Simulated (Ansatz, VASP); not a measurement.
## One calculation of Pb, two programs

Contents of INCAR:

```
PREC     = Accurate       # precision mode
ENCUT    = 520            # plane-wave cutoff, eV
EDIFF    = 1E-7           # SCF threshold, eV
ISMEAR   = -1             # smearing method
SIGMA    = 0.08           # smearing width, eV
LREAL    = False          # projectors in reciprocal space
LASPH    = True           # aspherical terms in the spheres
NELM     = 100            # most SCF steps
ALGO     = Normal         # electronic algorithm
ISIF     = 2              # what is computed and relaxed
LWAVE    = False          # write WAVECAR
LCHARG   = False          # write CHGCAR
GGA      = PE             # functional
NBANDS   = 13             # bands
```

File KPOINTS:

```
regular mesh
0
Gamma
  11 11 11
```

The input POSCAR:

```
Pb
1.0
    3.2828537416      0.0000000000      0.0000000000
    0.0000000000      3.2828537416      0.0000000000
    0.0000000000      0.0000000000      3.2828537416
Pb
1
Direct
    0.0000000000      0.0000000000      0.0000000000
```

Input for Ansatz:

```yaml
crystal:
  lattice:
    - [3.2828537416, 0.0, 0.0]
    - [0.0, 3.2828537416, 0.0]
    - [0.0, 0.0, 3.2828537416]
  atoms:
    - { symbol: Pb, position: [0.0, 0.0, 0.0] }
kpoints:
  mp_grid: { grid: [11, 11, 11] }
scf:
  occupations: { method: fermi_dirac, width: 0.08 }
hamiltonian:
  xc: pbe
  pseudopotentials: { kind: all_electron, lapw: { basis_error: 0.001 } }
output:
  forces: true
  stress: true
  eigenvalues: true
```

Change from the starting cell: volume scaled by 1.025.

Alike in both runs: task single point; functional PBE; k mesh 11 × 11 × 11; occupations fermi-dirac, width 0.08 eV; no spin polarisation.

```csv
,VASP,Ansatz
version,VASP 6.6.1,Ansatz 0.2.0
potentials or method,"VASP PAW PBE potentials, release 64 (Pb_d)","all-electron LAPW, scalar-relativistic"
plane-wave cutoff (eV),520,see its input
```

```tsv
	VASP	Ansatz	Ansatz less VASP
pressure (GPa)	-0.9	-0.8	+0.06
```

Ansatz ran all-electron here, so the differences hold the error of VASP's frozen core and of both bases.

Spin-orbit coupling is left out, which matters for the levels of Pb.
